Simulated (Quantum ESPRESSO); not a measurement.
## BaTiO3 in Quantum ESPRESSO: the effect of functional

Crystal: BaTiO3.

```
Ba Ti O
1.0
     3.99980    0.00000    0.00000
     0.00000    3.99980    0.00000
     0.00000    0.00000    4.01800
Ba Ti O
1 1 3
Direct
  0.00000 0.00000 0.00000
  0.50000 0.50000 0.49000
  0.00000 0.50000 0.51700
  0.50000 0.00000 0.51700
  0.50000 0.50000 0.01900
```

Alike in all runs:

```yaml
Program: Quantum ESPRESSO 7.5
Task: dielectric tensor
Cutoff: 612 eV
Density_cutoff: 4898 eV
k_mesh: 6 × 6 × 6, shifted
Occupations: fermi-dirac, width 0.05 eV
Spin: no spin polarisation
```

| functional | potentials or basis | pressure (GPa) | largest force (eV/Å) | dielectric constant (mean) |
| --- | --- | --- | --- | --- |
| LDA | GBRV 1.5 LDA | -7.3 | 0.39 | 6.51 |
| PBEsol | GBRV 1.5 PBEsol | ? | ? | ? |
| WC | GBRV 1.5 PBE | -2.3 | 0.31 | 6.48 |
| BLYP | GBRV 1.5 PBE | 9.4 | 0.22 | 6.30 |

Q: What does the run with functional PBEsol give?

A: Pressure -2.8 GPa; largest force 0.34 eV/Å; dielectric constant 6.48 mean.

Caveats: the cell is more than 3 GPa from zero pressure, which shifts response properties (some runs); the potentials were made for another functional, which shifts forces and pressure (some runs).

Runs at the PBE level aren't shown here.
